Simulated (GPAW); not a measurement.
# MoS2 (P-3m1) in GPAW: reference runs

Aim: a first look at MoS2 with PBE, on the cell as given and on a disturbed one.

Program: GPAW 26.7.0. These are calculated values, not measurements. Logs are shortened: lines on timing, memory, paths and dates and some standing lists are left out, and cuts for length are marked. The log counts tension as positive stress, the text compression.

### 1 Starting point

The structure is trigonal, space group P-3m1 (No. 164). Conventional cell: a = 3.227 Å, b = 3.227 Å, c = 6.312 Å, α = 90.00°, β = 90.00°, γ = 120.00°. Around Mo (site symmetry -3m) lie 6 S at 2.42 Å. S (site symmetry 3m) has 3 Mo at 2.42 Å as nearest neighbours.

Measurements of this composition are mostly on another form, of space group No. 194.

### 2 Single point, PBE

run.py

```python
from ase import Atoms
from ase.dft.bandgap import bandgap
from ase.io import write
from ase.units import Bohr, GPa
from gpaw import GPAW, PW
from gpaw.elf import elf_from_dft_calculation

atoms = Atoms(['Mo', 'S', 'S'],
              cell=[[3.2274645616, 0.0, 0.0],
                    [-1.6137322808, 2.7950663001, 0.0],
                    [0.0, 0.0, 6.31247342]],
              scaled_positions=[[0.0, 0.0, 0.5],
                                [0.6666666667, 0.3333333333, 0.74468068],
                                [0.3333333333, 0.6666666667, 0.25531932]],
              pbc=True)

calc = GPAW(mode=PW(600),
            xc='PBE',
            kpts={'size': (9, 9, 4), 'gamma': True},
            occupations={'name': 'fermi-dirac', 'width': 0.05},
            nbands=25,
            convergence={'density': 1e-05, 'energy': 1e-05},
            maxiter=150,
            txt='gpaw.txt')
atoms.calc = calc
energy = atoms.get_potential_energy()
forces = atoms.get_forces()
stress = atoms.get_stress()
calc.write('gs.gpw')
write('result.traj', atoms)
print(f'Energy: {energy:.6f} eV')
print('Forces (eV/A):')
print(forces.round(4))
print('Stress (GPa):', (stress / GPa).round(3))
print('Fermi level:', round(calc.get_fermi_level(), 4), 'eV')
print(f'Gap: {bandgap(calc)[0]:.4f} eV, direct: {bandgap(calc, direct=True)[0]:.4f} eV')

# fields on the real-space grid
write('density.cube', atoms, data=calc.get_pseudo_density() * Bohr**3)
write('potential.cube', atoms, data=calc.get_electrostatic_potential())
write('elf.cube', atoms, data=elf_from_dft_calculation(calc).data)
```

Potentials or basis: GPAW PAW data sets (gpaw-data 1.2.1), pw.

On the command line:

```bash
OMP_NUM_THREADS=1 python run.py
```

gpaw.txt:

```text
__  _  _
 | _ |_)|_||  |
 |__||  | ||/\| - 26.7.0

Input parameters:
  mode=PW(ecut=600.0),
  convergence={'density': 1e-05, 'energy': 1e-05},
  kpts=MonkhorstPack(size=(9, 9, 4), gamma=True),
  maxiter=150,
  nbands=25,
  occupations=Occupations(name='fermi-dirac', width=0.05),
  xc=XC(name='PBE')

Diagonalizing LCAO Hamiltonian
Converting LCAO to pw mode

            S

       Mo
         S

Atoms  # Å, Bohr magnetons
|   | symbol |         x |        y |        z |    initial magnetic moments |
|---|--------|-----------|----------|----------|-----------------------------|
| 0 |     Mo |  0.000000 | 0.000000 | 3.156237 | ( 0.0000,  0.0000,  0.0000) |
| 1 |      S |  1.613732 | 0.931689 | 4.700777 | ( 0.0000,  0.0000,  0.0000) |
| 2 |      S | -0.000000 | 1.863378 | 1.611696 | ( 0.0000,  0.0000,  0.0000) |

Unit cell  # Å
| periodic |         x |        y |        z |  lengths |     angles |
|----------|-----------|----------|----------|----------|------------|
|      yes |  3.227465 | 0.000000 | 0.000000 | 3.227465 |  90.000000 |
|      yes | -1.613732 | 2.795066 | 0.000000 | 3.227465 |  90.000000 |
|      yes |  0.000000 | 0.000000 | 6.312473 | 6.312473 | 120.000000 |

Number of symmetries: 12
Symmetry operations  # r_c * U_cc + t_c -> r_c
|    | kind |            matrix            |
|----|------|------------------------------|
|  0 |  σ   |  1, 1, 0,  0,-1, 0,  0, 0, 1 |
|  1 |  S6  |  1, 1, 0, -1, 0, 0,  0, 0,-1 |
|  2 |  E   |  1, 0, 0,  0, 1, 0,  0, 0, 1 |
|  3 |  C2  |  1, 0, 0, -1,-1, 0,  0, 0,-1 |
|  4 |  C2  |  0, 1, 0,  1, 0, 0,  0, 0,-1 |
|  5 |  C3  |  0, 1, 0, -1,-1, 0,  0, 0, 1 |
|  6 |  S6  |  0,-1, 0,  1, 1, 0,  0, 0,-1 |
|  7 |  σ   |  0,-1, 0, -1, 0, 0,  0, 0, 1 |
|  8 |  σ   | -1, 0, 0,  1, 1, 0,  0, 0, 1 |
|  9 |  i   | -1, 0, 0,  0,-1, 0,  0, 0,-1 |
| 10 |  C3  | -1,-1, 0,  1, 0, 0,  0, 0, 1 |
| 11 |  C2  | -1,-1, 0,  0, 1, 0,  0, 0,-1 |

BZ-sampling:
  Number of BZ points: 324
  Number of IBZ points: 43

  Monkhorst-Pack size: [9, 9, 4]
  Monkhorst-Pack shift: [0.0, 0.0, 0.125]

K-points  # in reciprocal-cell coordinates
|     |                                coordinates |     weight |
|-----|--------------------------------------------|------------|
|   0 | (  0.00000000,   0.00000000,   0.00000000) | 0.00308642 |
|   1 | (  0.00000000,   0.00000000,   0.25000000) | 0.00617284 |
|   2 | (  0.00000000,   0.00000000,   0.50000000) | 0.00308642 |
|   3 | (  0.11111111,   0.00000000,  -0.25000000) | 0.01851852 |
|   4 | (  0.11111111,   0.00000000,   0.00000000) | 0.01851852 |
|   5 | (  0.11111111,   0.00000000,   0.25000000) | 0.01851852 |
|   6 | (  0.11111111,   0.00000000,   0.50000000) | 0.01851852 |
|   7 | (  0.22222222,  -0.11111111,   0.00000000) | 0.01851852 |
|   8 | (  0.22222222,  -0.11111111,   0.25000000) | 0.03703704 |
|   9 | (  0.22222222,  -0.11111111,   0.50000000) | 0.01851852 |
| ... |                                            |            |
|  42 | (  0.44444444,   0.44444444,   0.50000000) | 0.01851852 |

Plane wave coefficients: 1934
Cutoff: 600.0 eV

Spin-components: 1 (collinear spins)
Bands:           25
Projectors:      16
Spin-degeneracy: 2
Datatype:        complex128

Parallelization:
  kpt:    1
  domain: 1
  band:   1

Density:
  Valence electrons: 26.0
  Components: 1
  Grid points: [20 20 36]
  Charge: 0.0  # |e|

Potential:
  Grid points: [20 20 36]

species:
  Mo:
    name:    Molybdenum
    Z:       42.0
    valence: 14
    core:    28
    charge:  0.0  # [|e|]
    compensation charges:
      type: gauss
      rc: 0.38  # [Å]
      lmax: 2
    cutoffs:
      filter: 2.16  # [Å]
      core: 1.42  # [Å]
    projectors
    | kind |    occ | energy [eV] | rcut [Å] |
    |------|--------|-------------|----------|
    |   4s |  2.000 |     -64.307 |    1.238 |
    |   5s |  1.000 |      -4.084 |    1.238 |
    |   4p |  6.000 |     -38.491 |    1.296 |
    |   5p |  0.000 |      -1.044 |    1.296 |
    |   4d |  5.000 |      -3.754 |    1.296 |
    |    d |        |      23.458 |    1.296 |

    Using partial waves for Mo as LCAO basis

  S:
    name:    Sulfur
    Z:       16.0
    valence: 6
    core:    10
    charge:  0.0  # [|e|]
    compensation charges:
      type: gauss
      rc: 0.24  # [Å]
      lmax: 2
    cutoffs:
      filter: 1.77  # [Å]
      core: 1.66  # [Å]
    projectors
    | kind |    occ | energy [eV] | rcut [Å] |
    |------|--------|-------------|----------|
    |   3s |  2.000 |     -17.254 |    0.974 |
    |   3p |  4.000 |      -7.008 |    0.979 |
    |    s |        |       9.957 |    0.974 |
    |    p |        |      20.203 |    0.979 |
    |    d |        |       0.000 |    0.900 |

    Using partial waves for S as LCAO basis

Reference energy: -131849.312427  # eV

eigensolver:
  PPCG
  Converge bands: occupied
  niter=2

density mixing:
  MSR1-Mixer
  Pratt-step length: 0.05
  Maximum mixing coefficient: 0.75
  Old densities: 10
  SVD Regularization: 0.005
  Good broyden scale: 1.0
  Trust region scale: 1.0
  Backstep threshold: 4.0
  History deletion threshold: 6.0
  Fourier metric: weight=20.0, sigma=0.015

occupation numbers:
  Fermi-Dirac:
    width: 0.0500  # eV

poisson solver:
  ecut: 4800.0  # eV

xc functional:
  name: PBE with 2 nearest neighbor stencil

convergence criteria:
- Maximum integral of absolute [dens]ity change: 1e-05 electrons / valence electron
- Maximum [total energy] change in last 3 cyles: 1e-05 eV / valence electron
- Maximum integral of absolute [eigenst]ate change: 4e-08 eV^2 / valence electron
maximum number of iterations: 150

SCF iterations
|iter     | |      energy | eigst |  dens |
|---------|-|-------------|-------|-------|
|iter:   1| |  -23.120156 | +0.37 |       |
|iter:   2| |  -22.445289 | -1.50 | -0.96 |
|iter:   3| |  -21.316067 | -1.22 | -1.04 |
|iter:   4| |  -21.294097 | -2.39 | -1.51 |
|iter:   5| |  -21.291203 | -2.82 | -1.74 |
|iter:   6| |  -21.287024 | -3.70 | -2.07 |
|iter:   7| |  -21.287004 | -4.51 | -2.76 |
|iter:   8| |  -21.286973c| -5.76 | -3.34 |
|iter:   9| |  -21.286974c| -7.12 | -4.08 |
|iter:  10| |  -21.286974c| -7.51c| -4.69 |
|iter:  11| |  -21.286974c| -8.22c| -5.58c|

Converged in 11 steps
Energy contributions relative to reference atoms: (reference = -131849.312427)

Energy contributions:
  Kinetic:          -1.499462
  Coulomb:          -4.738101
  Zero:             -0.094182
  External:          0.000000
  Xc:              -14.950802
  Entropy:          -0.008854
  Spinorbit:         0.000000
  ----------------------------
  Free energy:     -21.291401
  Extrapolated:    -21.286974

dipole moment: (-6.037270, -10.456859, 0.000002)  # |e|*Ang

Fermi level: 7.544
Eigenvalues  # (at kpt = [0.000, 0.000, 0.000])
| band index |      eig [eV] | occ [0-2] |
|------------|---------------|-----------|
|          0 |       -54.288 |     2.000 |
|        ... |               |           |
|          7 |         3.556 |     2.000 |
|          8 |         3.556 |     2.000 |
|          9 |         5.722 |     2.000 |
|         10 |         6.503 |     2.000 |
|         11 |         6.601 |     2.000 |
|         12 |         6.601 |     2.000 |
[... 8 lines left out ...]
|         21 |        17.717 |     0.000 |
|         22 |        20.361 |     0.000 |
|        ... |               |           |
|         24 |        20.438 |     0.000 |

No gap
No difference between direct/indirect transitions

Forces  # eV/Ang
|       x |        y |        z |
|---------|----------|----------|
| 0.00000 |  0.00000 |  0.00000 |  # Mo   0
| 0.00000 | -0.00000 |  0.28797 |  # S    1
| 0.00000 |  0.00000 | -0.28797 |  # S    2

Stress tensor  # eV/Ang^3
|         x |         y |         z |
|-----------|-----------|-----------|
| -0.000466 |  0.000000 |  0.000000 |
|  0.000000 | -0.000466 |  0.000000 |
|  0.000000 |  0.000000 | -0.018412 |

# Writing to gs.gpw (mode='')
```

Run time: 24 s. Hardware: 1 thread of Intel Xeon Platinum 8488C (Sapphire Rapids), shared host; peak memory 0.19 GiB.

What came out:

```yaml
Free_energy: -21.2914 eV
Pressure: 1.0 GPa
Largest_force: 0.288 eV/Å
Band_gap_on_the_k_mesh: none (metal or under the smearing width)
```

Forces on the atoms (eV/Å):
```
Mo   0.000  0.000  0.000
S    0.000  0.000  0.288
S    0.000  0.000 -0.288
```

Levels at points of the mesh, in eV from the Fermi level:
```tsv
k point	band 11	band 12	band 13	band 14	band 15	band 16
(0.00, 0.00, 0.00)	-1.04	-0.94	-0.94	-0.31	-0.31	3.18
(0.00, 0.00, 0.50)	-0.95	-0.95	-0.38	-0.38	-0.06	3.34
```

Caveat: this functional lacks dispersion, which binds the layers, so the pressure and a relaxed spacing across them are unreliable.

### 3 Single point, PBE (atoms moved at random, drawn with an rms of 0.05 Å)

run.py

```python
from ase.dft.bandgap import bandgap
from ase.io import read, write
from ase.units import GPa
from gpaw import GPAW, PW

atoms = read('POSCAR')

calc = GPAW(mode=PW(600),
            xc='PBE',
            kpts={'size': (9, 9, 4), 'gamma': True},
            occupations={'name': 'fermi-dirac', 'width': 0.05},
            nbands=25,
            convergence={'density': 1e-05, 'energy': 1e-05},
            maxiter=150,
            txt='gpaw.txt')
atoms.calc = calc
energy = atoms.get_potential_energy()
forces = atoms.get_forces()
stress = atoms.get_stress()
calc.write('gs.gpw')
write('result.traj', atoms)
print(f'Energy: {energy:.6f} eV')
print('Forces (eV/A):')
print(forces.round(4))
print('Stress (GPa):', (stress / GPa).round(3))
print('Fermi level:', round(calc.get_fermi_level(), 4), 'eV')
print(f'Gap: {bandgap(calc)[0]:.4f} eV, direct: {bandgap(calc, direct=True)[0]:.4f} eV')
```

POSCAR

```
MoS2
1.0
    3.2274645616      0.0000000000      0.0000000000
   -1.6137322808      2.7950663001      0.0000000000
    0.0000000000      0.0000000000      6.3124734200
Mo S
1 2
Direct
   -0.0059710000     -0.0182670000      0.4992970000
    0.6556410000      0.3222370000      0.7482370000
    0.3338080000      0.6868770000      0.2525640000
```

Potentials or basis: GPAW PAW data sets (gpaw-data 1.2.1), pw.

On the command line:

```bash
OMP_NUM_THREADS=1 python run.py
```

gpaw.txt:

```text
__  _  _
 | _ |_)|_||  |
 |__||  | ||/\| - 26.7.0

Input parameters:
  mode=PW(ecut=600.0),
  convergence={'density': 1e-05, 'energy': 1e-05},
  kpts=MonkhorstPack(size=(9, 9, 4), gamma=True),
  maxiter=150,
  nbands=25,
  occupations=Occupations(name='fermi-dirac', width=0.05),
  xc=XC(name='PBE')

Diagonalizing LCAO Hamiltonian
Converting LCAO to pw mode

            S

       Mo
         S

Atoms  # Å, Bohr magnetons
|   | symbol |         x |         y |        z |    initial magnetic moments |
|---|--------|-----------|-----------|----------|-----------------------------|
| 0 |     Mo |  0.010207 | -0.051057 | 3.151799 | ( 0.0000,  0.0000,  0.0000) |
| 1 |      S |  1.596054 |  0.900674 | 4.723226 | ( 0.0000,  0.0000,  0.0000) |
| 2 |      S | -0.031082 |  1.919867 | 1.594304 | ( 0.0000,  0.0000,  0.0000) |

Unit cell  # Å
| periodic |         x |        y |        z |  lengths |     angles |
|----------|-----------|----------|----------|----------|------------|
|      yes |  3.227465 | 0.000000 | 0.000000 | 3.227465 |  90.000000 |
[... 161 lines left out ...]
  Coulomb:          -3.323392
  Zero:             -0.088110
  External:          0.000000
  Xc:              -14.602407
  Entropy:          -0.008819
  Spinorbit:         0.000000
  ----------------------------
  Free energy:     -21.265346
  Extrapolated:    -21.260936

dipole moment: (6.000086, 9.927996, 0.002517)  # |e|*Ang

Fermi level: 7.549
Eigenvalues  # (at kpt = [0.000, 0.000, 0.000])
| band index |      eig [eV] | occ [0-2] |
|------------|---------------|-----------|
|          0 |       -54.280 |     2.000 |
|        ... |               |           |
|          7 |         3.645 |     2.000 |
|          8 |         3.725 |     2.000 |
|          9 |         5.755 |     2.000 |
|         10 |         6.366 |     2.000 |
|         11 |         6.510 |     2.000 |
|         12 |         6.584 |     2.000 |
[... 8 lines left out ...]
|         21 |        17.765 |     0.000 |
|         22 |        19.999 |     0.000 |
|        ... |               |           |
|         24 |        20.312 |     0.000 |

No gap
No difference between direct/indirect transitions

Forces  # eV/Ang
|        x |        y |        z |
|----------|----------|----------|
| -0.25867 |  0.37855 |  0.26571 |  # Mo   0
|  0.05245 |  0.13213 | -0.12323 |  # S    1
|  0.20622 | -0.51069 | -0.14248 |  # S    2

Stress tensor  # eV/Ang^3
|         x |         y |         z |
|-----------|-----------|-----------|
| -0.000633 |  0.002690 |  0.004116 |
|  0.002690 |  0.011172 | -0.017139 |
|  0.004116 | -0.017139 | -0.004066 |

# Writing to gs.gpw (mode='')
```

stdout:

```text
Energy: -21.260936 eV
Forces (eV/A):
[[-0.2587  0.3785  0.2657]
 [ 0.0525  0.1321 -0.1232]
 [ 0.2062 -0.5107 -0.1425]]
Stress (GPa): [-0.101  1.79  -0.651 -2.746  0.659  0.431]
Fermi level: 7.5487 eV
Gap: 0.0000 eV, direct: 0.0000 eV
```

It took 95 s on 1 thread of Intel Xeon Platinum 8488C (Sapphire Rapids), shared host; peak memory 0.34 GiB.

Results:

```yaml
Free_energy: -21.2653 eV
Pressure: -0.3 GPa
Largest_force: 0.569 eV/Å
Band_gap_on_the_k_mesh: none (metal or under the smearing width)
```

Forces on the atoms (eV/Å):
```
Mo  -0.259  0.379  0.266
S    0.052  0.132 -0.123
S    0.206 -0.511 -0.142
```

Levels at points of the mesh, in eV from the Fermi level:
| k point | band 10 | band 11 | band 12 | band 13 | band 14 | band 15 | band 16 | band 17 |
| --- | --- | --- | --- | --- | --- | --- | --- | --- |
| (0.00, 0.00, 0.00) | -1.79 | -1.18 | -1.04 | -0.96 | -0.16 | -0.09 | 2.93 | 3.21 |
| (0.00, 0.00, 0.50) | -3.50 | -1.10 | -0.98 | -0.32 | -0.20 | 0.00 | 3.10 | 3.35 |
